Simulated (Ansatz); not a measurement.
## Os under changes of volume

One of the cells (13.982 Å³/atom); the others are scaled copies at fixed shape and fractional positions:

```xyz
2
Lattice="2.7341 0.0000 0.0000 -1.3671 2.3678 0.0000 0.0000 0.0000 4.3197" Properties=species:S:1:pos:R:3 pbc="T T T"
Os    1.3671    0.7893    3.2398
Os    0.0000    1.5785    1.0799
```

| Quantity | Value |
| --- | --- |
| Program | Ansatz 0.2.0 |
| Functional | LDA |
| Potentials or basis | JTH PAW LDA |
| Cutoff | 600 eV |
| Density cutoff | 3000 eV |
| k mesh | 11 × 11 × 6 |
| Occupations | fermi-dirac, width 0.05 eV |
| Spin | no spin polarisation |

```csv
volume (Å³/atom),energy over the lowest point (meV/atom),pressure (GPa)
13.143,?,?
13.423,8.73,10.1
13.703,0.00,0.2
13.982,7.52,-8.5
14.262,29.47,-16.3
14.542,64.23,-23.2
14.821,110.33,-29.3
```

Q: What does the run at 13.143 Å³/atom give?

A: Energy over the lowest point 35.75 meV/atom; pressure 21.2 GPa.

Worked out: A Birch-Murnaghan fit of order 3 (a polynomial in V^(-2/3)) to the other rows has its minimum at 13.71 Å³/atom with B0 = V·E''(V) = 454 GPa and B' = 4.7 at fixed shape and positions, which overstates the stiffness. It gives 35.69 meV/atom at 13.143 Å³/atom, against the run's 35.75, and -dE/dV = 21.1 GPa, against 21.2.

Energies are extrapolated to zero smearing.
